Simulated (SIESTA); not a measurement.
Here is a SIESTA 5.4.2 calculation.

Contents of SnSe.fdf:

```
SystemName                      SnSe
SystemLabel                     SnSe
NumberOfSpecies                 2
NumberOfAtoms                   2
%block ChemicalSpeciesLabel
  1  50 Sn
  2  34 Se
%endblock ChemicalSpeciesLabel

LatticeConstant                 1.0 Ang
%block LatticeVectors
     0.0000000000     3.0100000000     3.0100000000
     3.0100000000     0.0000000000     3.0100000000
     3.0100000000     3.0100000000     0.0000000000
%endblock LatticeVectors
AtomicCoordinatesFormat         Fractional
%block AtomicCoordinatesAndAtomicSpecies
     0.0000000000     0.0000000000     0.0000000000  1  Sn
     0.5000000000     0.5000000000     0.5000000000  2  Se
%endblock AtomicCoordinatesAndAtomicSpecies

%block kgrid.MonkhorstPack
    8   0   0  0.0
    0   8   0  0.0
    0   0   8  0.0
%endblock kgrid.MonkhorstPack
XC.Functional                   GGA
XC.Authors                      PBEsol
PAO.BasisSize                   DZP
PAO.EnergyShift                 0.003 Ry
Mesh.Cutoff                     500 Ry
OccupationFunction              FD
ElectronicTemperature           0.05 eV
MaxSCFIterations                120
SCF.MustConverge                false
SCF.Mixer.Method                Pulay
SCF.Mixer.Weight                0.25
SCF.Mixer.History               8
SCF.DM.Tolerance                5.0e-05
SCF.H.Tolerance                 1.0e-03 eV
WriteForces                     true
Charge.Mulliken                 end
Charge.Hirshfeld                end
Charge.Voronoi                  end
SaveRho                         true
SaveElectrostaticPotential      true
%block PAO.Basis
  Sn 4
  n=5 0 2
    6.406 0.000
  n=5 1 2
    8.599 0.000
  n=4 2 2
    3.767 0.000
  n=5 2 1
    8.599
  Se 4
  n=4 0 2
    5.129 0.000
  n=4 1 2
    6.708 0.000
  n=3 2 2
    2.662 0.000
  n=4 2 1
    6.708
%endblock PAO.Basis
```

Potentials or basis: PseudoDojo 0.4 standard (PBEsol files), DZP (energy shift 0.003 Ry; two zetas on semicore shells).

The run is started by

```bash
$ siesta < SnSe.fdf > SnSe.out 2>&1
```

Q: What does it give for the Hirshfeld charges?

A: Sn +0.16; Se -0.16 e.

Q: What does it give for the Voronoi charges?

A: Sn +0.21; Se -0.21 e.

Q: Predict the band gap on the k mesh.

A: 0.55 eV, direct.

Q: What does it give for the pressure?

A: -0.3 GPa.

Caveat: spin-orbit coupling is left out, which moves the levels of the heavy elements; the basis of atomic orbitals isn't converged, which shifts pressures, moduli and gaps. A k mesh can miss the band edges.
